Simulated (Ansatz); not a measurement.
Base system: Li₃N (space group P6/mmm, No. 191; a = 3.634 Å, c = 3.865 Å). Axes: x lies along a and z along c of the hexagonal cell.

(Cell as relaxed with PBE.)

Levels (all Ansatz, a first-principles code, PAW): PBE (420 eV, scalar-relativistic without spin-orbit coupling); r2SCAN (500 eV, spin-orbit coupling left out).

Each level relaxes its own structure.

```csv
base,PBE,r2SCAN
volume per atom,11.05 Å³,10.88 Å³
lattice parameter a,363.4 pm,361.0 pm
band gap,1.06 eV,1.48 eV
```

Now apply this change: biaxial strain −3.37 %, plane normal [001], relaxed out of plane (Cartesian); in-plane vectors clamped, the third vector and the atoms free.

| quantity | PBE | r2SCAN |
|---|---|---|
| gap character | indirect, A → L | … |
| smallest direct gap | 1.30 eV | … |
| pressure (mean of the normal stresses, compression positive) | 4.10 GPa | … |
| band gap | 1.09 eV | … |

Given the PBE results, estimate those of r2SCAN.


- gap character, r2SCAN: indirect, A → L
- smallest direct gap, r2SCAN: 1.72 eV
- pressure (mean of the normal stresses, compression positive), r2SCAN: 4.38 GPa
- band gap, r2SCAN: 1.50 eV

PBE's smallest direct gap lies 0.426 eV below r2SCAN's; PBE's pressure lies 0.28 GPa below r2SCAN's; PBE's band gap lies 0.41 eV below r2SCAN's; the two agree on the gap character. Neither level is exact; r2SCAN is the comparison here, not a measurement.

Stability against distortions was not tested.
